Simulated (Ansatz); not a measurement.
`C[O][Sn]([F])([F])[O]C` + `N=C(N)O` → `C/N=C(\N)O` + `C[O][Sn]([OH])([F])[F]`  (substitution at a C–O bond)

Calculated with Ansatz (gas phase, PBE0-D4/def2-TZVP geometries, no zero-point term in ΔE). CCSD(T)/CBS is the MP2 limit (def2-TZVPP, def2-QZVPP) plus CCSD(T) − MP2 in def2-TZVPP, frozen cores. Functionals use def2-TZVPP. HSE06 is defined as in plane-wave codes. def2 core potentials past Kr. For Sn outer-core shells are correlated without core-valence functions, which leaves a few kJ/mol of doubt a bond. One conformer a species, not always the lowest.

| level | ΔE (eV) |
| --- | --- |
| PBE0-D4 | -0.47 |
| B2PLYP | -0.43 |
| PBE | -0.44 |
| revPBE | -0.40 |
| r2SCANh | -0.45 |
| HSE06 | -0.46 |
| RPA@PBE/def2-TZVPP | -0.38 |
| HF/CBS(def2) | -0.34 |

Problem. What does CCSD(T)/CBS give? (Estimate.)

Solution. The calculation gave: -0.44 eV. The listed levels differ from it by -0.03, 0.01, 0.00, 0.04, -0.01, -0.02, 0.06, 0.10 eV.

Largest T1 diagnostic among the species: 0.015.

Leaving LDA and LC-ωPBE aside and taking each functional with its dispersion term where it has one, the values, not all of them listed here, spread over 0.10 eV, from PBE-QIDH to BLYP-D4. LDA lies −0.11 eV from PBE without D4. From BLYP to BHLYP (50 % exact exchange), in def2-TZVPP and without D4, ΔE moves by −0.04 eV.

CCSD(T)/CBS has its own doubt, a few kJ/mol and more with outer-core shells, so smaller differences from it don't rank the levels.
